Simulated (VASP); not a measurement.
Set up this calculation in VASP 6.6.1, as the native input.

```
Task                   : relaxation of cell and atoms
Functional             : PBE
Dispersion             : D3(BJ)
Potentials or basis    : VASP PAW PBE potentials, release 64 (Se, Ti_sv)
Cutoff                 : 600 eV
k mesh                 : 12 × 12 × 1
Occupations            : gaussian, width 0.03 eV
Spin                   : no spin polarisation
Further INCAR settings : ALGO = Normal; EDIFF = 1e-07; IBRION = 2; EDIFFG = -0.005; NSW = 90; ISIF = 3
```

The structure of TiSe2 lies in POSCAR:

```
TiSe2                                   
1.0
    3.4745717031      0.0000000000      0.0000000000
   -1.7372858516      3.0090673643      0.0000000000
    0.0000000000      0.0000000000     21.0644416000
  Se              Ti            
     2     1
Direct
     0.6666666699999979    0.3333333300000021    0.4253316808947438
     0.3333333300000021    0.6666666699999979    0.5746683191052565
     0.0000000000000000    0.0000000000000000    0.5000000000000000
```

One way to write it, as run:

INCAR

```
PREC = Accurate ; ENCUT = 600
EDIFF = 1E-7 ; ISMEAR = 0
SIGMA = 0.03 ; LREAL = False
LASPH = True ; NELM = 80
ALGO = Normal ; ISIF = 3
LWAVE = False ; LCHARG = False
GGA = PE ; IVDW = 12
IBRION = 2 ; NSW = 90
EDIFFG = -0.005 ; LATTICE_CONSTRAINTS = .TRUE. .TRUE. .FALSE.
KPAR = 4
```

KPOINTS

```
regular mesh
0
Gamma
  12 12 1
```

Potentials or basis: VASP PAW PBE potentials, release 64 (Se, Ti_sv).

The run is started by

```console
$ cat potpaw_PBE.64/Se/POTCAR potpaw_PBE.64/Ti_sv/POTCAR > POTCAR
$ mpirun -np 4 vasp_std > vasp.out
```

Results of the run:

```json
{
  "Band gap on the k mesh": "none (metal or under the smearing width)",
  "Dispersion energy per atom": "-0.308 eV"
}
```

Caveat: the relaxation stopped at its first step, so nothing moved.

Run time: 56 s on 4 MPI ranks on Intel(R) Xeon(R) Platinum 8488C (Sapphire Rapids), with other jobs on the host, peak memory 0.43 GiB a rank.
